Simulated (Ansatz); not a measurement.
# C₄H₆: a ladder of functionals and wavefunction methods

The task here is to estimate one member of a computed series from the others.

The runs use Ansatz 0.2.0, Gaussian basis; functionals in def2-TZVPP, the program's frozen cores in correlated methods.

The runs, in order: LDA (SPW92), PBE-D4, revPBE-D4, BLYP-D4, r2SCAN-D4, B97M-V, PBE0-D4, B3LYP-D4, r2SCANh-D4, r2SCAN0-D4, HSE06-D4, BHLYP-D4, CAM-B3LYP-D4, LC-ωPBE, ωB97X-V, ωB97M-V, B2PLYP, PBE-QIDH; CCSD(T)/def2-SVP; CCSD(T)/def2-TZVPP; CCSD(T)/def2-QZVPP; extrapolation to the limit; RPA on PBE.

### The relaxed structure

All runs share one geometry, relaxed beforehand with PBE0-D4 in a triple-zeta def2 set.

10 atoms, charge 0, spin multiplicity 1.

Atoms are counted from 1 here; the program's logs count them from 0.

Bond lengths: C1–C3 1.489 Å, C1–C4 1.489 Å, C1–H5 1.091 Å, C1–H6 1.086 Å, C2–C3 1.489 Å, C2–C4 1.489 Å, C2–H7 1.091 Å, C2–H8 1.086 Å, C3–C4 1.478 Å, C3–H9 1.078 Å, C4–H10 1.078 Å. Angles: C3–C1–C4 59.5°, C3–C1–H5 119.1°, C3–C1–H6 117.0°, C4–C1–H5 119.1°, C4–C1–H6 117.0°, H5–C1–H6 114.5°, C3–C2–C4 59.5°, C3–C2–H7 119.1°, C3–C2–H8 117.0°, C4–C2–H7 119.1°, C4–C2–H8 117.0°, H7–C2–H8 114.5°, C1–C3–C2 98.3°, C1–C3–C4 60.3°, C1–C3–H9 130.1°, C2–C3–C4 60.3°, C2–C3–H9 130.1°, C4–C3–H9 129.7° and more.

The first run:

in.yaml

```yaml
crystal:
  periodic: [false, false, false]
  atoms:
    - {symbol: C, position_ang: [0.000000, 1.126825, 0.309242]}
    - {symbol: C, position_ang: [0.000000, -1.126825, 0.309242]}
    - {symbol: C, position_ang: [0.738781, -0.000000, -0.325151]}
    - {symbol: C, position_ang: [-0.738781, -0.000000, -0.325151]}
    - {symbol: H, position_ang: [-0.000000, 1.215142, 1.396542]}
    - {symbol: H, position_ang: [-0.000000, 2.075464, -0.219623]}
    - {symbol: H, position_ang: [-0.000000, -1.215142, 1.396542]}
    - {symbol: H, position_ang: [-0.000000, -2.075464, -0.219623]}
    - {symbol: H, position_ang: [1.427322, -0.000000, -1.154075]}
    - {symbol: H, position_ang: [-1.427322, -0.000000, -1.154075]}
basis:
  gaussian: {orbitals: def2-TZVPP}
hamiltonian: {xc: lda}
output: {orbitals: {seedname: orbitals}}
```

The run is started by

```console
ansatz run in.yaml --threads 2 --pin off --events-out ev --progress --plain --max-ram 32768MiB --backend cpu
```

Steps of the session up to this table: LDA; PBE-D4 (GGA); revPBE-D4 (GGA); BLYP-D4 (GGA); r2SCAN-D4 (meta-GGA); B97M-V (meta-GGA); PBE0-D4 (hybrid); B3LYP-D4 (hybrid); r2SCANh-D4 (hybrid); r2SCAN0-D4 (hybrid); HSE06-D4 (hybrid); BHLYP-D4 (hybrid); CAM-B3LYP-D4 (range-separated); LC-ωPBE (range-separated); ωB97X-V (range-separated); ωB97M-V (range-separated); B2PLYP (double hybrid); PBE-QIDH (double hybrid).

One of the session's tables, all rows but one given; the rest of the session is left out.

It belongs to the step «Frontier levels by functional». 

| functional | HOMO (eV) | LUMO (eV) | gap (eV) |
| --- | --- | --- | --- |
| LDA (SPW92) | -5.97 | 0.86 | 6.83 |
| PBE-D4 | ? | ? | ? |
| revPBE-D4 | -5.79 | 0.99 | 6.77 |
| BLYP-D4 | -5.71 | 0.93 | 6.64 |
| r2SCAN-D4 | -6.02 | 1.69 | 7.71 |
| B97M-V | -6.10 | 1.15 | 7.25 |
| PBE0-D4 | -7.02 | 1.80 | 8.82 |
| B3LYP-D4 | -6.82 | 1.45 | 8.27 |
| r2SCANh-D4 | -6.47 | 2.03 | 8.49 |
| r2SCAN0-D4 | -7.14 | 2.37 | 9.52 |
| HSE06-D4 | -6.62 | 1.43 | 8.04 |
| BHLYP-D4 | -8.09 | 2.44 | 10.53 |
| CAM-B3LYP-D4 | -8.38 | 2.60 | 10.98 |
| LC-ωPBE | -9.75 | 3.89 | 13.64 |
| ωB97X-V | -9.37 | 3.72 | 13.10 |
| ωB97M-V | -9.28 | 3.29 | 12.57 |

Q: Estimate the row for PBE-D4 from the others.

The run gave: HOMO (eV): -5.84; LUMO (eV): 0.95; gap (eV): 6.79. In the column «HOMO (eV)» it lies between LDA (SPW92) (-5.97) and revPBE-D4 (-5.79).
